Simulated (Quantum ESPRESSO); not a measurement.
Input of a Quantum ESPRESSO 7.5 run:

pw.in

```
&CONTROL
  calculation = 'vc-relax'
  prefix = 'pwscf'
  outdir = './tmp'
  pseudo_dir = './pseudo'
  tprnfor = .true.
  tstress = .true.
  disk_io = 'low'
  nstep = 40
  forc_conv_thr = 0.0004
  etot_conv_thr = 1d-05
/
&SYSTEM
  ibrav = 0
  nat = 2
  ntyp = 2
  ecutwfc = 45
  ecutrho = 360
  nbnd = 18
  occupations = 'smearing'
  smearing = 'fd'
  degauss = 0.00367493
/
&ELECTRONS
  conv_thr = 4d-10
  electron_maxstep = 120
  mixing_beta = 0.3
/
&IONS
  ion_dynamics = 'bfgs'
/
&CELL
  cell_dynamics = 'bfgs'
  press = 0
  press_conv_thr = 0.3
/
ATOMIC_SPECIES
Ti    47.8670 ti_pbesol_v1.4.uspp.F.UPF
O     15.9990 o_pbesol_v1.2.uspp.F.UPF
CELL_PARAMETERS angstrom
   3.0310000000    0.0000000000    0.0000000000
  -1.5155000000    2.6249229989    0.0000000000
   0.0000000000    0.0000000000    3.2377000000
ATOMIC_POSITIONS angstrom
Ti     1.5155000002    0.8749743329    0.0000000000
O      0.0000000000    0.0000000000    1.6188500000
K_POINTS automatic
10 10 8 0 0 0
HUBBARD {ortho-atomic}
U Ti-3d 3.0
```

Potentials or basis: GBRV 1.5 PBEsol.

Command:

```sh
$ OMP_NUM_THREADS=1 mpirun -n 2 pw.x -nk 2 -in pw.in > pw.out
```

**Question.** Estimate the space group after relaxing (to 0.05 Å).

**Answer.** P-6m2 (No. 187).

**Question.** Predict the relaxed volume.

**Answer.** 9.62 Å³/atom.

**Question.** Predict the relaxed cell.

**Answer.** a = 2.813 Å, b = 2.813 Å, c = 2.808 Å, α = 90.00°, β = 90.00°, γ = 120.00°.

**Question.** Estimate the band gap on the k mesh.

**Answer.** None (metal or under the smearing width).

Eigenvalues of the final occupation matrices:
```csv
site,spin,trace,eigenvalues
Ti 1 3d,each,1.26,0.12 0.12 0.31 0.31 0.40
```

Caveat: the electronic state changed during the relaxation; the volume moved by over 15 % at a fixed basis, so the end points are rough; U without spin polarisation on a metal has little footing.
